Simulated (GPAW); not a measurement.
# Si (Fd-3m) in GPAW: convergence with basis set

Aim: find how far basis set must go before the results for Si settle, at RPBE. This setting moves, with any that are tied to it; all else stays.

All numbers are computed with GPAW 26.7.0; they aren't measurements. Logs are shortened: lines on timing, memory, paths and dates and some standing lists are left out, and cuts for length are marked. The log counts tension as positive stress, the text compression.

## (1) Starting point

It takes space group Fd-3m (No. 227, cubic). Conventional cell: a = 5.444 Å, b = 5.444 Å, c = 5.444 Å, α = 90.00°, β = 90.00°, γ = 90.00°. Around Si (site symmetry -43m) lie 4 Si at 2.36 Å.

## (2) With basis set lcao:sz(dzp)

run.py

```python
from ase.dft.bandgap import bandgap
from ase.io import read, write
from gpaw import GPAW

atoms = read('Si.xyz')

calc = GPAW(mode='lcao',
            h=0.16,
            basis='sz(dzp)',
            xc='RPBE',
            kpts={'size': (8, 8, 8), 'gamma': True},
            occupations={'name': 'fermi-dirac', 'width': 0.05},
            convergence={'density': 1e-05, 'energy': 1e-05},
            maxiter=100,
            txt='gpaw.txt')
atoms.calc = calc
energy = atoms.get_potential_energy()
forces = atoms.get_forces()
calc.write('gs.gpw')
write('result.traj', atoms)
print(f'Energy: {energy:.6f} eV')
print('Forces (eV/A):')
print(forces.round(4))
print('Fermi level:', round(calc.get_fermi_level(), 4), 'eV')
print(f'Gap: {bandgap(calc)[0]:.4f} eV, direct: {bandgap(calc, direct=True)[0]:.4f} eV')
```

Si.xyz

```xyz
2
Lattice="0.0000000000 2.7218511865 2.7218511865 2.7218511865 0.0000000000 2.7218511865 2.7218511865 2.7218511865 0.0000000000" Properties=species:S:1:pos:R:3 pbc="T T T"
Si     2.7218511865      2.7218511865      2.7218511865
Si     4.0827767798      4.0827767798      4.0827767798
```

Potentials or basis: the program's PAW data sets (release 1.2.1) made for this functional, lcao:sz(dzp).

Run with:

```
> OMP_NUM_THREADS=1 python run.py
```

Run time: 20 s. Hardware: 1 thread of Arm Neoverse V1, shared host; peak memory 0.15 GiB.

Results:

| Property | Result |
| --- | --- |
| Free energy | -8.6897 eV |
| Band gap on the k mesh | 1.75 eV, indirect (least direct gap 2.87 eV) |

## (3) With basis set lcao:szp(dzp)

Edit run.py of step 2 so:

```diff
@@ -8,3 +8,3 @@
             h=0.16,
-            basis='sz(dzp)',
+            basis='szp(dzp)',
             xc='RPBE',
```

Si.xyz is that of step 2.

Potentials or basis: the program's PAW data sets (release 1.2.1) made for this functional, lcao:szp(dzp).

Run with:

```
> OMP_NUM_THREADS=1 python run.py
```

Wall time 76 s (1 thread of Arm Neoverse V1, shared host); peak memory 0.17 GiB.

What came out:

- Free energy: -9.6292 eV
- Band gap on the k mesh: 1.00 eV, indirect (least direct gap 2.79 eV)

## (4) With basis set lcao:dz(dzp)

Edit run.py of step 3 so:

```diff
@@ -8,3 +8,3 @@
             h=0.16,
-            basis='szp(dzp)',
+            basis='dz(dzp)',
             xc='RPBE',
```

Si.xyz is that of step 3.

Potentials or basis: the program's PAW data sets (release 1.2.1) made for this functional, lcao:dz(dzp).

Run with:

```
> OMP_NUM_THREADS=1 python run.py
```

Run time: 30 s. Hardware: 1 thread of Arm Neoverse V1, shared host; peak memory 0.16 GiB.

Results:

| Quantity | Value |
| --- | --- |
| Free energy | -9.1185 eV |
| Band gap on the k mesh | 1.17 eV, indirect (least direct gap 2.85 eV) |

## (5) With basis set lcao:dzp

Edit run.py of step 4 so:

```diff
@@ -8,3 +8,3 @@
             h=0.16,
-            basis='dz(dzp)',
+            basis='dzp',
             xc='RPBE',
```

Si.xyz is that of step 4.

Potentials or basis: the program's PAW data sets (release 1.2.1) made for this functional, lcao:dzp.

Run with:

```
> OMP_NUM_THREADS=1 python run.py
```

Run time: 98 s. Hardware: 1 thread of Arm Neoverse V1, shared host; peak memory 0.17 GiB.

Results (log left out):

```yaml
Free_energy: -9.9994 eV
Band_gap_on_the_k_mesh: 0.74 eV, indirect (least direct gap 2.65 eV)
```

## (6) With basis set fd

Edit run.py of step 5 so:

```diff
@@ -6,5 +6,4 @@
 
-calc = GPAW(mode='lcao',
+calc = GPAW(mode='fd',
             h=0.16,
-            basis='dzp',
             xc='RPBE',
@@ -12,2 +11,3 @@
             occupations={'name': 'fermi-dirac', 'width': 0.05},
+            nbands=11,
             convergence={'density': 1e-05, 'energy': 1e-05},
```

Si.xyz is that of step 5.

Potentials or basis: the program's PAW data sets (release 1.2.1) made for this functional, fd.

Run with:

```
> OMP_NUM_THREADS=1 python run.py
```

Run time: 19 s. Hardware: 1 thread of Arm Neoverse V1, shared host; peak memory 0.21 GiB.

It converged, with:

```yaml
Free_energy: -10.1868 eV
Band_gap_on_the_k_mesh: 0.68 eV, indirect (least direct gap 2.56 eV)
```

## (7) With basis set pw

Edit run.py of step 6 so:

```diff
@@ -2,3 +2,4 @@
 from ase.io import read, write
-from gpaw import GPAW
+from ase.units import GPa
+from gpaw import GPAW, PW
 
@@ -6,4 +7,3 @@
 
-calc = GPAW(mode='fd',
-            h=0.16,
+calc = GPAW(mode=PW(600),
             xc='RPBE',
@@ -18,2 +18,3 @@
 forces = atoms.get_forces()
+stress = atoms.get_stress()
 calc.write('gs.gpw')
@@ -23,2 +24,3 @@
 print(forces.round(4))
+print('Stress (GPa):', (stress / GPa).round(3))
 print('Fermi level:', round(calc.get_fermi_level(), 4), 'eV')
```

Si.xyz is that of step 6.

Potentials or basis: the program's PAW data sets (release 1.2.1) made for this functional, pw.

Run with:

```
> OMP_NUM_THREADS=1 python run.py
```

gpaw.txt:

```text
__  _  _
 | _ |_)|_||  |
 |__||  | ||/\| - 26.7.0

Input parameters:
  mode=PW(ecut=600.0),
  convergence={'density': 1e-05, 'energy': 1e-05},
  kpts=MonkhorstPack(size=(8, 8, 8), gamma=True),
  maxiter=100,
  nbands=11,
  occupations=Occupations(name='fermi-dirac', width=0.05),
  xc=XC(name='RPBE')

Diagonalizing LCAO Hamiltonian
Converting LCAO to pw mode

           Si

       Si

Atoms  # Å, Bohr magnetons
|   | symbol |        x |        y |        z |    initial magnetic moments |
|---|--------|----------|----------|----------|-----------------------------|
| 0 |     Si | 2.721851 | 2.721851 | 2.721851 | ( 0.0000,  0.0000,  0.0000) |
| 1 |     Si | 4.082777 | 4.082777 | 4.082777 | ( 0.0000,  0.0000,  0.0000) |

Unit cell  # Å
| periodic |        x |        y |        z |  lengths |    angles |
|----------|----------|----------|----------|----------|-----------|
|      yes | 0.000000 | 2.721851 | 2.721851 | 3.849279 | 60.000000 |
|      yes | 2.721851 | 0.000000 | 2.721851 | 3.849279 | 60.000000 |
|      yes | 2.721851 | 2.721851 | 0.000000 | 3.849279 | 60.000000 |

Number of symmetries: 24
Symmetry operations  # r_c * U_cc + t_c -> r_c
|    | kind |            matrix            |
|----|------|------------------------------|
|  0 |  E   |  1, 0, 0,  0, 1, 0,  0, 0, 1 |
|  1 |  σ   |  1, 0, 0,  0, 0, 1,  0, 1, 0 |
|  2 |  σ   |  1, 0,-1,  0, 1,-1,  0, 0,-1 |
|  3 |  C3  |  1, 0,-1,  0, 0,-1,  0, 1,-1 |
|  4 |  C3  |  1,-1, 0,  0,-1, 1,  0,-1, 0 |
|  5 |  σ   |  1,-1, 0,  0,-1, 0,  0,-1, 1 |
|  6 |  σ   |  0, 1, 0,  1, 0, 0,  0, 0, 1 |
|  7 |  C3  |  0, 1, 0,  0, 0, 1,  1, 0, 0 |
|  8 |  C2  |  0, 1,-1,  1, 0,-1,  0, 0,-1 |
|  9 |  S4  |  0, 1,-1,  0, 0,-1,  1, 0,-1 |
| 10 |  C3  |  0, 0, 1,  1, 0, 0,  0, 1, 0 |
| 11 |  σ   |  0, 0, 1,  0, 1, 0,  1, 0, 0 |
| 12 |  S4  |  0, 0,-1,  1, 0,-1,  0, 1,-1 |
| 13 |  C3  |  0, 0,-1,  0, 1,-1,  1, 0,-1 |
| 14 |  S4  |  0,-1, 1,  1,-1, 0,  0,-1, 0 |
| 15 |  C2  |  0,-1, 1,  0,-1, 0,  1,-1, 0 |
| 16 |  C3  |  0,-1, 0,  1,-1, 0,  0,-1, 1 |
| 17 |  S4  |  0,-1, 0,  0,-1, 1,  1,-1, 0 |
| 18 |  S4  | -1, 1, 0, -1, 0, 1, -1, 0, 0 |
| 19 |  C3  | -1, 1, 0, -1, 0, 0, -1, 0, 1 |
| 20 |  C3  | -1, 0, 1, -1, 1, 0, -1, 0, 0 |
| 21 |  S4  | -1, 0, 1, -1, 0, 0, -1, 1, 0 |
| 22 |  σ   | -1, 0, 0, -1, 1, 0, -1, 0, 1 |
| 23 |  C2  | -1, 0, 0, -1, 0, 1, -1, 1, 0 |

BZ-sampling:
  Number of BZ points: 512
  Number of IBZ points: 29

  Monkhorst-Pack size: [8, 8, 8]
  Monkhorst-Pack shift: [0.0625, 0.0625, 0.0625]

K-points  # in reciprocal-cell coordinates
|     |                                coordinates |     weight |
|-----|--------------------------------------------|------------|
|   0 | (  0.00000000,   0.00000000,   0.00000000) | 0.00195312 |
|   1 | (  0.12500000,   0.12500000,   0.00000000) | 0.01171875 |
|   2 | (  0.12500000,   0.12500000,   0.12500000) | 0.01562500 |
|   3 | (  0.25000000,   0.12500000,   0.12500000) | 0.02343750 |
|   4 | (  0.25000000,   0.25000000,   0.00000000) | 0.01171875 |
|   5 | (  0.25000000,   0.25000000,   0.12500000) | 0.04687500 |
|   6 | (  0.25000000,   0.25000000,   0.25000000) | 0.01562500 |
|   7 | (  0.37500000,   0.25000000,  -0.37500000) | 0.04687500 |
|   8 | (  0.37500000,   0.25000000,   0.12500000) | 0.04687500 |
|   9 | (  0.37500000,   0.25000000,   0.25000000) | 0.04687500 |
| ... |                                            |            |
|  28 | (  0.50000000,   0.50000000,   0.50000000) | 0.00781250 |

Plane wave coefficients: 1365
Cutoff: 600.0 eV

Spin-components: 1 (collinear spins)
Bands:           11
Projectors:      10
Spin-degeneracy: 2
Datatype:        complex128

Parallelization:
  kpt:    1
  domain: 1
  band:   1

Density:
  Valence electrons: 8.0
  Components: 1
  Grid points: [24 24 24]
  Charge: 0.0  # |e|

Potential:
  Grid points: [24 24 24]

species:
  Si:
    name:    Silicon
    Z:       14.0
    valence: 4
    core:    10
    charge:  0.0  # [|e|]
    compensation charges:
      type: gauss
      rc: 0.33  # [Å]
      lmax: 2
    cutoffs:
      filter: 1.86  # [Å]
      core: 2.06  # [Å]
    projectors
    | kind |    occ | energy [eV] | rcut [Å] |
    |------|--------|-------------|----------|
    |   3s |  2.000 |     -10.793 |    1.058 |
    |   3p |  2.000 |      -4.075 |    1.058 |
    |    s |        |      16.418 |    1.058 |
    |    p |        |      23.136 |    1.058 |
    |    d |        |       0.000 |    1.058 |

    Using partial waves for Si as LCAO basis

Reference energy: -15779.478775  # eV

eigensolver:
  PPCG
  Converge bands: occupied
  niter=2

density mixing:
  MSR1-Mixer
  Pratt-step length: 0.05
  Maximum mixing coefficient: 0.75
  Old densities: 10
  SVD Regularization: 0.005
  Good broyden scale: 1.0
  Trust region scale: 1.0
  Backstep threshold: 4.0
  History deletion threshold: 6.0
  Fourier metric: weight=20.0, sigma=0.015

occupation numbers:
  Fermi-Dirac:
    width: 0.0500  # eV

poisson solver:
  ecut: 4800.0  # eV

xc functional:
  name: RPBE with 2 nearest neighbor stencil

convergence criteria:
[... 6 lines left out ...]
|iter     | |      energy | eigst |  dens |
|---------|-|-------------|-------|-------|
|iter:   1| |  -10.248162 | -0.09 |       |
|iter:   2| |  -10.242625 | -2.54 | -0.81 |
|iter:   3| |  -10.187426 | -2.25 | -0.84 |
|iter:   4| |  -10.188799 | -3.13 | -1.44 |
|iter:   5| |  -10.188941 | -5.00 | -2.37 |
|iter:   6| |  -10.188948 | -6.68 | -3.29 |
|iter:   7| |  -10.188948c| -7.62c| -3.75 |
|iter:   8| |  -10.188948c| -8.31c| -4.93 |
|iter:   9| |  -10.188948c| -8.63c| -5.48c|

Converged in 9 steps
Energy contributions relative to reference atoms: (reference = -15779.478775)

Energy contributions:
  Kinetic:          15.365327
  Coulomb:         -13.503788
  Zero:             -0.026151
  External:          0.000000
  Xc:              -12.024328
  Entropy:          -0.000016
  Spinorbit:         0.000000
  ----------------------------
  Free energy:     -10.188956
  Extrapolated:    -10.188948

dipole moment: (3.539147, 3.539147, 3.539147)  # |e|*Ang

Fermi level: 5.646
Eigenvalues  # (at kpt = [0.000, 0.000, 0.000])
| band index |      eig [eV] | occ [0-2] |
|------------|---------------|-----------|
|          0 |        -6.577 |     2.000 |
|          1 |         5.325 |     1.997 |
|          2 |         5.325 |     1.997 |
|          3 |         5.325 |     1.997 |
|          4 |         7.886 |     0.000 |
|          5 |         7.886 |     0.000 |
|          6 |         7.886 |     0.000 |
|          7 |         8.717 |     0.000 |
|          8 |        13.020 |     0.000 |
|          9 |        13.020 |     0.000 |
|         10 |        13.485 |     0.000 |

Gap: 0.682 eV
Transition (v -> c):
  (s=0, k=0, n=3, [0.00, 0.00, 0.00]) -> (s=0, k=12, n=4, [0.38, 0.38, 0.00])
Direct/indirect transitions are different
Direct gap: 2.561 eV
Transition at: (s=0, k=0, n=3, [0.00, 0.00, 0.00])

Forces  # eV/Ang
|        x |        y |        z |
|----------|----------|----------|
| -0.00000 |  0.00000 | -0.00000 |  # Si   0
|  0.00000 | -0.00000 |  0.00000 |  # Si   1

Stress tensor  # eV/Ang^3
|         x |         y |         z |
|-----------|-----------|-----------|
| -0.020075 |  0.000000 |  0.000000 |
|  0.000000 | -0.020075 |  0.000000 |
|  0.000000 |  0.000000 | -0.020075 |

# Writing to gs.gpw (mode='')
```

Run time: 9.8 s. Hardware: 1 thread of Arm Neoverse V1, shared host; peak memory 0.14 GiB.

What came out:

```yaml
Free_energy: -10.1890 eV
Pressure: 3.2 GPa
Band_gap_on_the_k_mesh: 0.68 eV, indirect (least direct gap 2.56 eV)
```

## (8) Summary

```tsv
basis set	energy less the tightest run, at zero smearing (meV/atom)	gap on the mesh (eV)	SCF cycles	CPU time (s)	peak memory (GiB)
lcao:sz(dzp)	749.61	1.755	7	20	0.15
lcao:szp(dzp)	279.90	1.001	7	76	0.17
lcao:dz(dzp)	535.24	1.174	8	30	0.16
lcao:dzp	94.75	0.739	8	98	0.17
fd	1.09	0.682	10	19	0.21
pw	0.00	0.682	9	9.8	0.14
```

Against the tightest run, the gap on the mesh stays within 0.01 eV from fd on. Not settled before the last step: the energy (to 1 meV/atom). The tightest run that finished is the yardstick and may itself not be fully converged.
